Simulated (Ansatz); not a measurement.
**BN: what symmetry allows forces and stress to be**

```
B N
1.0
     1.25066    0.72207    3.57406
    -1.25066    0.72207    3.57406
     0.00000   -1.44414    3.57406
B N
1 1
Direct
  0.98485 0.98485 0.98485
  0.34759 0.34759 0.34759
```

Method: DFT PBE, scalar-relativistic, plane waves, PAW in Ansatz.

Plane waves to 420 eV, a k mesh through Γ of 12×12×12 on the computed 2-atom cell and Gaussian smearing (0.02 eV); no spin polarisation.

This distorted cell has space group R3m, with 6 operations.

**Question.** Without a calculation: in which directions can each atom feel a force?

**Answer.** A force must be left unchanged by every operation that keeps its atom in place, so it lies in the space that those operations leave fixed. Atoms that the group maps onto each other feel forces of one size.
```json
{"atom": "B1", "site symmetry": "3m", "operations at the site": "6", "equivalent to atom": "1", "allowed force (Cartesian)": "along (0.00, 0.00, 1.00)"}
{"atom": "N2", "site symmetry": "3m", "operations at the site": "6", "equivalent to atom": "2", "allowed force (Cartesian)": "along (0.00, 0.00, 1.00)"}
```

That leaves 2 independent force components of 6, tied by 1 condition that the forces sum to zero, so 1 remains. A relaxation in this cell that keeps the symmetry moves the atoms in these directions alone.

**Question.** And the stress tensor?

**Answer.** It must be invariant under the point group, which leaves 2 independent components: yz, xz, xy vanish; xx = yy.

**Question.** Do the computed values obey this?

**Answer.** Yes. Forces (eV/Å):
```
B1   0.000  0.000  4.222
N2   0.000  0.000 -4.222
```

Stress (GPa, compression positive, xx yy zz yz xz xy): 1.57 1.57 -10.99 0.00 0.00 0.00. The program imposes the same operations on density, forces and stress, so this confirms the analysis and is no independent test of the calculation.

The cell holds layers, and where no dispersion correction was added their binding is poorly described.

This form isn't the usual stable structure of the compound.